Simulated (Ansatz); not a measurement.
AgI, a database entry at a rescaled volume

```
Ag I
1.0
     4.55303    0.00000    0.00000
    -2.27652    3.94305    0.00000
     0.00000    0.00000    7.46578
Ag I
2 2
Direct
  0.33330 0.66670 0.00000
  0.66660 0.33330 0.50000
  0.33330 0.66670 0.37500
  0.66660 0.33330 0.87500
```

The numbers come from plane-wave PAW DFT (Ansatz): r2SCAN, no spin polarisation, 500 eV, 7×7×4 Γ-centred k points, gaussian occupations (width 0.1028 eV). Nothing was relaxed.

(1) What is the character of the valence top and the conduction bottom?

(2) Is the cell too large or too small?

(3) How is the charge shared?

(4) What do density and ELF say about some of the short contacts?

(5) Is there a gap, and of what kind?

(6) Is it stable against the elements?

(7) Are the atoms at rest?

Origin: a database entry at a rescaled volume. Caveats: no spin-orbit coupling, which can shift this gap by tenths of an eV.

Answers

(1) Within 0.7 eV of the edges, the states project mainly on I p (66 %) and Ag d (32 %) below the gap and on Ag s (72 %) and I s (15 %) above it.

(2) The pressure is 2.0 GPa (compression positive), so with the atoms held at these fractions the cell would first expand.

(3) Bader charges in e: Ag +0.33, I -0.33. In the mean Ag gives up most and I takes most.

(4) Ag–I at 2.79 Å: least valence density 0.33 e/Å³ and ELF 0.25 there. These are pseudo-fields; inside the PAW spheres they differ from the all-electron ones.

(5) The gap is 1.86 eV, direct at the points sampled.

(6) -0.29 eV an atom against the elements' usual phases (free molecules for gases, crystals otherwise, with no correction for O₂ or N₂), so it is bound against them; other compounds may still compete. Relaxing would lower it.

(7) Nearly at rest: the largest force is 0.025 eV/Å.
